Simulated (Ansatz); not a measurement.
A run of Ansatz 0.2.0 is set up as follows.

input.yaml

```yaml
crystal:
  lattice:
    - [3.112861506, 0.0, 0.0]
    - [-1.556430753, 2.6958171426, 0.0]
    - [0.0, 0.0, 4.869841]
  atoms:
    - { symbol: Ta, position_ang: [-2.0e-10, 1.7972114285, 1.240402071], spin: 0.14 }
    - { symbol: Ta, position_ang: [1.5564307532, 0.8986057141, 3.629438929], spin: 0.18 }
    - { symbol: "N", position_ang: [0.0, 0.0, 0.0] }
kpoints:
  mp_grid: { grid: [10, 10, 6] }
  band_path:
    path:
      - [0.0, 0.0, 0.0]
      - [0.5, 0.0, 0.0]
      - [0.3333333333, 0.3333333333, 0.0]
      - [0.0, 0.0, 0.0]
      - [0.0, 0.0, 0.5]
      - [0.5, 0.0, 0.5]
      - [0.3333333333, 0.3333333333, 0.5]
      - [0.0, 0.0, 0.5]
    npoints: 6
scf:
  occupations: { method: fermi_dirac, width: 0.05 }
  lower_state_search: "off"
hamiltonian:
  xc: { exchange: pbe, correlation: none }
  pseudopotentials: { kind: all_electron, datasets: crystal }
magnetization:
  spin_polarized: true
output:
  forces: true
  stress: true
  eigenvalues: true
  elf: true
  volumetric_format: npy
```

Potentials or basis: all-electron PAW datasets made for the crystal.

The run is started by

```sh
$ ansatz run input.yaml --threads 2 --pin off --max-ram 6144MiB --backend cpu --events-out ev --progress --plain --runs-dir out
```

(1) What does it give for the net moment?

(2) Estimate the band gap along the path.

(3) What does it give for the pressure?

(4) What does it give for the absolute moment?

## Answers

(1) 0.00 μB per cell.

(2) none (metal or under the smearing width).

(3) 23.4 GPa.

(4) 0.00 μB per cell.

Caveat: so large a pressure means that the cell lies far from this level's equilibrium, or that cutoff or potentials fall short; spin-orbit coupling is left out, which moves the levels of the heavy elements; the starting moments weren't kept.
